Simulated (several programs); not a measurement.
# SrCl₂ (Fm-3m) from semi-empirical methods to plane-wave DFT

SrCl₂ (started from an entry of an open crystallographic database), relaxed with r2SCAN in Ansatz, was computed with several methods. It is cubic, Fm-3m (No. 225); conventional cell a = 6.995 Å, 28.53 Å³ an atom. Sr has 8 Cl at 3.03 Å; Cl has 4 Sr at 3.03 Å. Calculated for a static, non-magnetic cell.

```
CELL_PARAMETERS angstrom
0.00000 3.49765 3.49765
3.49765 0.00000 3.49765
3.49765 3.49765 0.00000
ATOMIC_POSITIONS crystal
Sr 0.00000 0.00000 0.00000
Cl 0.25000 0.25000 0.25000
Cl 0.75000 0.75000 0.75000
```

Gaps and times are for a single point on this cell; volume and bulk modulus come from each method's own relaxation or energy curve at fixed shape. Times are rough, from shared hosts (Arm Neoverse V1; Arm Neoverse V2; NVIDIA H100 80GB HBM3), and each method has its own mesh and cell size. PM6 (MOPAC), PM7 (MOPAC), GFN1-xTB (tblite), GFN2-xTB (tblite) treat a cluster of cells at its zone centre, which samples few k points: where these miss a band edge, the gap comes out too large for that reason alone. Gaps from k meshes are read at a limited set of points (mesh, symmetry points, PBE's band edges), so each method's own least gap may be somewhat smaller. xTB and the PM methods were fitted mostly to molecules, and can miss a solid's gap by electronvolts. Minimal bases can be far off for gaps. Times of the plane-wave ladder aren't listed, since it ran on unlike processors and cards. GLLB-SC's gap includes the derivative discontinuity. G0W0 is at finite bands, cutoff and mesh. d marks a direct gap, i an indirect one (no mark: not told apart), a dash a value that wasn't computed or didn't pass its checks.

| method | kind | gap (eV) | own volume (Å³/atom) | bulk modulus (GPa) | atoms computed | processor time |
| --- | --- | --- | --- | --- | --- | --- |
| PBEsol | semilocal | – | 27.46 | – | 3 | – |
| light PBE (260 eV and a coarse mesh) | light plane-wave | 5.30 i | – | – | 3 | 0.67 s |
| LDA | semilocal | 4.85 i | 26.18 | – | 3 | – |
| PBE | semilocal | 5.31 i | 29.06 | 34 | 3 | – |
| PBE/SZV (CP2K) | small basis | 3.93 i | – | – | 3 | 5 s |
| r2SCAN | semilocal | 5.94 i | 28.53 | 38 | 3 | – |
| GFN2-xTB (tblite) | tight binding | 3.39 | – | – | cluster | 9.6 s |
| PBE/single zeta (GPAW) | small basis | 5.21 i | – | – | 3 | 11 s |
| PBE/DZVP (CP2K) | small basis | 5.25 i | 29.40 | 34 | 3 | 11 s |
| GFN1-xTB (tblite) | tight binding | 4.69 | – | – | cluster | 11 s |
| PBE+SOC | semilocal | 5.31 i | – | – | 3 | – |
| PM6 (MOPAC) | semi-empirical | 8.56 | – | – | cluster | 15 s |
| PM7 (MOPAC) | semi-empirical | 10.78 | – | – | cluster | 17 s |
| GLLB-SC (GPAW) | model potential | 9.29 | – | – | 3 | 22 s |
| HSE06 | hybrid | 6.59 i | 28.67 | – | 3 | – |
| PBE0 | hybrid | 7.32 i | – | – | 3 | – |
| G0W0@r2SCAN (180 eV screening cutoff) | many-body | 7.84 | – | – | 3 | – |
| Hartree-Fock | exact exchange | 13.46 i | – | – | 3 | – |
| G0W0@PBE (260 eV screening cutoff) | many-body | 7.58 | – | – | 3 | – |
| r2SCANh | hybrid | 6.61 i | – | – | 3 | – |
| DDH-PBE0 | hybrid | 8.09 i | – | – | 3 | – |
| G0W0@PBE0 (180 eV screening cutoff) | many-body | 8.32 | – | – | 3 | – |
| G0W0@HSE06 (180 eV screening cutoff) | many-body | 8.11 | – | – | 3 | – |
| G0W0@LDA (140 eV screening cutoff) | many-body | 7.31 | – | – | 3 | – |
| HSE06+SOC | hybrid | 6.59 i | – | – | 3 | – |

Against HSE06 (6.59 eV) and with closed or daggered gaps left aside, the nearest gap at the points sampled is that of HSE06+SOC (0.00 eV) and the farthest that of Hartree-Fock (+6.87 eV). HSE06 is only a yardstick of convenience: for gaps this wide it usually falls short of measured ones, so a larger value can be the better one.

Volumes against r2SCAN's: PBEsol -3.7 %, LDA -8.2 %, PBE +1.9 %, PBE/DZVP (CP2K) +3.1 %, HSE06 +0.5 %.

Only the rows marked +SOC include spin-orbit coupling.
